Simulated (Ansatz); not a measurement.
# Sr: eigenvalues along the path

```
CELL_PARAMETERS angstrom
4.31000 0.00000 0.00000
-2.15500 3.73257 0.00000
0.00000 0.00000 7.05000
ATOMIC_POSITIONS crystal
Sr 0.33333 0.66667 0.25000
Sr 0.66667 0.33333 0.75000
```

Atom numbers follow the list: Sr1, Sr2.

The cell is COD entry 1540836, as deposited and not checked against the literature; nothing was relaxed.

Theory: DFT, PBE, all-electron LAPW, Dirac equation with spin-orbit coupling in Ansatz 0.2.0.

The runs use a Γ-centred 10×10×5 k mesh, Fermi–Dirac smearing of 0.08 eV, basis error target 1 meV/atom, no spin polarisation.

Path points, in fractions of the reciprocal vectors: Γ (0.000, 0.000, 0.000), M (0.500, 0.000, 0.000), K (0.333, 0.333, 0.000), A (0.000, 0.000, 0.500), L (0.500, 0.000, 0.500), H (0.333, 0.333, 0.500). Levels in eV from the Fermi level, one of each degenerate spinor pair; bands 25 to 45, counted from the lowest band of the run. The gap is zero.

```
# k(1/Å) point b25 b27 b29 b31 b33 b35 b37 b39 b41 b43 b45
0.000 Γ -19.40 -19.33 -18.29 -18.19 -18.17 -18.16 -3.60 -1.12 0.01 2.26 2.28
0.168 - -19.40 -19.34 -18.29 -18.20 -18.18 -18.17 -3.46 -0.97 0.00 1.88 2.40
0.337 - -19.41 -19.35 -18.29 -18.22 -18.21 -18.17 -3.06 -0.57 -0.01 1.30 1.96
0.505 - -19.41 -19.37 -18.29 -18.24 -18.24 -18.18 -2.45 -0.08 0.01 0.69 1.62
0.673 - -19.42 -19.39 -18.29 -18.27 -18.25 -18.19 -1.70 -0.04 0.06 0.26 1.44
0.842 M -19.42 -19.40 -18.29 -18.29 -18.25 -18.20 -1.11 -0.55 0.10 0.26 1.28
0.939 - -19.42 -19.40 -18.29 -18.29 -18.25 -18.20 -1.07 -0.52 0.12 0.26 1.28
1.036 - -19.42 -19.40 -18.29 -18.29 -18.25 -18.21 -0.94 -0.46 0.18 0.26 1.28
1.133 - -19.42 -19.40 -18.29 -18.28 -18.26 -18.22 -0.75 -0.36 0.23 0.26 1.28
1.230 - -19.41 -19.41 -18.29 -18.28 -18.26 -18.23 -0.51 -0.27 0.09 0.35 1.29
1.328 K -19.41 -19.41 -18.29 -18.28 -18.25 -18.24 -0.28 -0.23 -0.11 0.39 1.32
1.522 - -19.42 -19.40 -18.28 -18.28 -18.26 -18.22 -1.12 0.13 0.18 0.25 1.46
1.716 - -19.41 -19.38 -18.29 -18.26 -18.25 -18.20 -2.09 0.06 0.18 0.56 1.42
1.911 - -19.41 -19.36 -18.29 -18.23 -18.21 -18.18 -2.89 -0.41 0.00 1.15 1.79
2.105 - -19.40 -19.34 -18.29 -18.20 -18.18 -18.17 -3.42 -0.92 0.00 1.80 2.34
2.299 Γ -19.40 -19.33 -18.29 -18.19 -18.17 -18.16 -3.60 -1.12 0.01 2.26 2.28
2.389 - -19.40 -19.33 -18.29 -18.19 -18.17 -18.17 -3.56 -1.26 0.13 2.22 2.24
2.478 - -19.39 -19.34 -18.28 -18.19 -18.18 -18.17 -3.45 -1.57 0.37 2.07 2.22
2.567 - -19.38 -19.34 -18.27 -18.19 -18.19 -18.17 -3.26 -1.95 0.66 1.84 2.20
2.656 - -19.37 -19.35 -18.25 -18.21 -18.18 -18.18 -3.00 -2.33 0.96 1.56 2.21
2.745 A -19.36 -19.36 -18.23 -18.23 -18.18 -18.18 -2.69 -2.69 1.26 1.26 2.26
2.913 - -19.37 -19.37 -18.23 -18.23 -18.19 -18.19 -2.56 -2.56 1.25 1.25 2.08
3.082 - -19.38 -19.38 -18.25 -18.25 -18.20 -18.20 -2.20 -2.20 1.15 1.15 1.71
3.250 - -19.39 -19.39 -18.27 -18.27 -18.21 -18.21 -1.67 -1.67 0.84 0.84 1.49
3.418 - -19.40 -19.40 -18.29 -18.29 -18.21 -18.21 -1.10 -1.10 0.44 0.44 1.38
3.587 L -19.41 -19.41 -18.30 -18.30 -18.21 -18.21 -0.78 -0.78 0.21 0.21 1.32
3.684 - -19.41 -19.41 -18.30 -18.30 -18.22 -18.21 -0.74 -0.74 0.21 0.22 1.27
3.781 - -19.41 -19.41 -18.31 -18.29 -18.23 -18.21 -0.60 -0.60 0.23 0.24 1.14
3.878 - -19.41 -19.41 -18.31 -18.29 -18.24 -18.22 -0.39 -0.38 0.25 0.27 0.92
3.976 - -19.41 -19.41 -18.31 -18.28 -18.24 -18.22 -0.13 -0.11 0.27 0.29 0.63
4.073 H -19.41 -19.41 -18.31 -18.28 -18.25 -18.22 0.11 0.15 0.25 0.26 0.38
4.267 - -19.41 -19.41 -18.31 -18.28 -18.24 -18.22 -0.57 -0.56 0.46 0.48 0.89
4.461 - -19.40 -19.40 -18.29 -18.27 -18.22 -18.21 -1.36 -1.36 0.75 0.77 1.33
4.656 - -19.38 -19.38 -18.26 -18.25 -18.21 -18.20 -2.05 -2.05 1.09 1.10 1.61
4.850 - -19.37 -19.37 -18.24 -18.24 -18.19 -18.19 -2.52 -2.52 1.24 1.24 2.03
5.045 A -19.36 -19.36 -18.23 -18.23 -18.18 -18.18 -2.69 -2.69 1.26 1.26 2.26
```
